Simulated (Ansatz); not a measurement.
What does Ansatz print for the nuclei with this input?

The cell is a structure deposited in the COD, its atoms then relaxed with PBE in this cell.

```yaml
crystal:
  lattice:
    - [0.0, 2.71, 2.71]
    - [2.71, 0.0, 2.71]
    - [2.71, 2.71, 0.0]
  atoms:
    - { symbol: Al, position: [0.0, 0.0, 0.0] }
    - { symbol: P, position: [0.25, 0.25, 0.25] }
kpoints:
  mp_grid: { grid: [14, 14, 14] }
scf:
  occupations: { method: fermi_dirac, width: 0.02 }
hamiltonian:
  xc: r2scan
  pseudopotentials: { kind: paw }
output:
  forces: true
  stress: true
  populations: true
  efg: { quadrupole_moments_barn: { Al: 0.1466 }, contact_densities: true }
```

```sh
ansatz run input.yaml --threads 1 --pin off --max-ram 3072MiB --backend cpu --events-out ev --progress --plain --runs-dir out
```

Of the output, the block on the nuclei alone is shown; the set-up, the SCF iterations, energies, forces and stress are cut. One atom of each set with nearly equal values is shown.

```
--- PAW observables at the nuclei: V_zz in 10²¹ V/m², potentials from the cell's mean, atoms counted from 1 ---
  atom   1  Al V_zz =    -0.000000   η = 0.0000   by run symmetry: forbidden   C_q = -0.0000 MHz
            electrostatic potential = -1226.758071 V   contact ρ = 10065.945260 e/Å³
  atom   2  P  V_zz =    +0.000000   η = 0.0000   by run symmetry: forbidden
            electrostatic potential = -1493.443998 V   contact ρ = 15991.241501 e/Å³
```

Hardware: 1 thread of Intel Xeon Platinum 8259CL CPU @ 2.50GHz (Skylake/Cascade Lake) (x86_64; 16 cores open to the job, memory cap 3.0 GiB, no GPU), a shared host with a load of 0.5 a core. Wall time 11 s, CPU time 11 s, peak memory 0.52 GiB.
